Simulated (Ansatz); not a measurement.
PbS, space group Cmcm, an optical spectrum

Program: the Ansatz DFT code, driven from Python.

At the Python prompt:
```pycon
>>> import ansatz as az
>>> import numpy as np
>>> from pymatgen.core import Lattice, Structure
>>> from pymatgen.io.ase import AseAtomsAdaptor
>>> pmg_structure = Structure(
...     Lattice([[2.079953, -5.991297, 0.0], [2.079953, 5.991297, 0.0], [0.0, 0.0, 4.279321]]),
...     ['Pb', 'Pb', 'S', 'S'],
...     [
...         [0.869437, 0.130563, 0.75],
...         [0.130563, 0.869437, 0.25],
...         [0.645203, 0.354797, 0.75],
...         [0.354797, 0.645203, 0.25],
...     ],
... )
>>> crystal = az.Crystal.from_ase(AseAtomsAdaptor.get_atoms(pmg_structure))
>>> len(crystal.resolved().sites)
4
>>> setup = (
...     crystal.calculation()
...     .functional('pbesol', dispersion='D3(BJ)')
...     .basis(420)
...     .kpoints(3)
...     .occupations('Fixed')
...     .scf(tolerance=1e-08, extra_bands=16)
...     .optics(energy_step=0.05, nscf_kmesh=(6, 6, 5), broadening_width=0.3, scissors=1.5)
... )
>>> res = setup.run()
DeckWarning: scf.convergence.dr2_threshold = 1e-8 eV is looser than 1e-11 eV, the default for `output.optics` on PAW and all-electron files: empty levels that such a close leaves unsettled move lines [...]
>>> spectra = res.optics()
>>> energy, filling = np.asarray(spectra.photon_energy_ev), spectra.band_filling
>>> gapped = filling.kind == 'insulating'
>>> eps1 = np.asarray(filling.eps1 if gapped else filling.eps1_interband)[:3].mean(axis=0)
>>> eps2 = np.asarray(filling.eps2 if gapped else filling.eps2_interband)[:3].mean(axis=0)
>>> print('filling:', filling.kind, '- valid up to', round(spectra.valid_up_to_ev, 2), 'eV,', spectra.n_bands, 'bands')
filling: insulating - valid up to 12.37 eV, 36 bands
>>> top = min(10, spectra.valid_up_to_ev)
>>> # mean of xx, yy and zz; between bands only where the bands are partly filled
>>> print('E (eV)    eps1      eps2')
E (eV)    eps1      eps2
>>> for e in np.arange(0.5, top + 0.01, 0.5):
...     print(f'{e:5.1f} {np.interp(e, energy, eps1):9.3f} {np.interp(e, energy, eps2):9.3f}')
...
  0.5    10.467     0.000
  1.0    10.826     0.000
  1.5    11.517     0.000
  2.0    12.770     0.002
  2.5    15.397     0.351
  3.0    19.758     3.571
  3.5    20.952    10.781
  4.0    19.259    21.034
  4.5     4.811    27.139
  5.0    -4.865    18.909
  5.5    -5.265    12.457
  6.0    -4.964     9.458
  6.5    -4.597     7.346
  7.0    -4.008     5.617
  7.5    -3.733     4.815
  8.0    -3.080     3.107
  8.5    -1.888     2.620
  9.0    -1.114     2.862
  9.5    -0.819     2.987
 10.0    -0.896     3.516
>>> if gapped:
...     print('eps_inf, bands beyond those summed included:', np.round(filling.eps_inf[:3], 3))
...
eps_inf, bands beyond those summed included: [11.13   8.826 11.723]
>>> print('f-sum electrons:', np.round(filling.get('f_sum_n_eff'), 3))
f-sum electrons: [21.39  21.531 21.452]
```

Notes:
- These settings explore the input space; cutoff and mesh may be short of convergence.
- The k-point mesh is coarse, and energy and stress weren't tested for convergence.
- The empty bands are shifted up by the scissors value typed.
- Averages over directions belong to no single polarisation, least of all in layered crystals.
- Spin-orbit coupling, which matters for elements this heavy, is left out.
- This cell is a computed structure, which may not be the phase found in nature.
- Warnings are shown shortened and without file and line.
- Independent-particle spectra on Kohn-Sham bands hold no excitons, and semilocal gaps are too small.
- Finished in 75 s on 1 thread of Arm Neoverse V2, on a shared host, peak memory 0.8 GiB.
